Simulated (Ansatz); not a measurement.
# Te: stress in a strained cell

Aim: deform Te (zz strain of -1 %) and compute stress, forces and field gradients with LAPW, PAW and all-electron datasets made for the crystal.

Computed with Ansatz 0.2.0 (DFT PBE, scalar-relativistic, unless a step's input says otherwise).

## 1. The system as given

It takes space group C2/m (No. 12, monoclinic). Conventional cell: a = 8.468 Å, b = 4.742 Å, c = 3.959 Å, α = 90.00°, β = 91.89°, γ = 90.00°. Te (site symmetry m) has 6 Te at 2.99 to 3.25 Å as nearest neighbours. Around Te (site symmetry 2/m) lie 6 Te at 2.99 to 3.10 Å.

Cell or atoms stand a little off a more symmetric structure (R-3m at a tolerance of 0.3 Å), so results at this geometry aren't those of that ideal crystal.

Structure file:

```
Te
1.0
     4.23410   -2.37120    0.00000
     4.23410    2.37120    0.00000
    -0.13045    0.00000    3.95735
Te
3
Direct
  0.67600 0.67600 0.67500
  0.32400 0.32400 0.32500
  0.00000 0.00000 0.00000
```

Atoms are numbered in the order of the input: Te1, Te2, Te3.

## 2. After the deformation

Space group C2/m before, C2/m after.

## 3. All-electron LAPW

Contents of input.yaml:

```yaml
crystal:
  lattice:
    - [4.2341, -2.3712, 0.0]
    - [4.2341, 2.3712, 0.0]
    - [-0.13045, 0.0, 3.9177765]
  atoms:
    - { symbol: Te, position: [0.676, 0.676, 0.675] }
    - { symbol: Te, position: [0.324, 0.324, 0.325] }
    - { symbol: Te, position: [0.0, 0.0, 0.0] }
kpoints:
  mp_grid: { grid: [8, 8, 8] }
  band_path:
    path:
      - [0.0, 0.0, 0.0]
      - [-0.3284938063, 0.3284938063, 0.0]
      - [-0.6715061937, -0.3284938063, 0.0]
      - [-0.5, -0.5, 0.0]
      - [0.0, 0.0, 0.0]
      - [-0.5, -0.5, 0.5]
      - [-0.6771491935, -0.3228508065, 0.5]
      - [-0.3228508065, 0.3228508065, 0.5]
      - [0.0, 0.0, 0.5]
    npoints: 5
scf:
  occupations: { method: fermi_dirac, width: 0.05 }
hamiltonian:
  xc: pbe
  pseudopotentials: { kind: all_electron, lapw: { basis_error: 0.001 } }
output:
  forces: true
  stress: true
  eigenvalues: true
```

Started as:

```
$ ansatz run input.yaml --threads 1 --pin off --max-ram 4096MiB --backend cpu --events-out ev --progress --plain --runs-dir out
```

## 4. PAW with frozen cores

Contents of input.yaml:

```yaml
crystal:
  lattice:
    - [4.2341, -2.3712, 0.0]
    - [4.2341, 2.3712, 0.0]
    - [-0.13045, 0.0, 3.9177765]
  atoms:
    - { symbol: Te, position: [0.676, 0.676, 0.675] }
    - { symbol: Te, position: [0.324, 0.324, 0.325] }
    - { symbol: Te, position: [0.0, 0.0, 0.0] }
kpoints:
  mp_grid: { grid: [8, 8, 8] }
scf:
  occupations: { method: fermi_dirac, width: 0.05 }
hamiltonian:
  xc: pbe
  pseudopotentials: { kind: paw }
output:
  forces: true
  stress: true
  eigenvalues: true
  efg: { contact_densities: true }
```

## 5. All-electron PAW on datasets made for the crystal

input.yaml: that of step 4 with these lines changed.

```diff
@@ -15,3 +15,3 @@
   xc: pbe
-  pseudopotentials: { kind: paw }
+  pseudopotentials: { kind: all_electron, datasets: crystal }
 output:
```

(Steps that only read results are left out.)

What does the calculation give? Wanted: pressure; largest shear or deviatoric stress.

As calculated:

| quantity | value |
| --- | --- |
| pressure | LAPW 10.09, PAW 10.07, crystal datasets 10.08 GPa |
| largest shear or deviatoric stress (LAPW) | 1.11 GPa |

**Reading.** The largest part of the stress beyond the pressure is 1.11 GPa in size, in the xz component; the atoms are carried along and not relaxed. No run of the undeformed cell stands beside it, so the pressure holds what the given cell had before the change. PAW: stress within 0.02 GPa of LAPW, forces within 1 meV/Å. Crystal datasets: stress within 0.01 GPa of LAPW, forces within 1 meV/Å. Spin-orbit coupling is left out, though the cell holds Te; in elements this heavy it can shift bands and gaps by tenths of an eV.
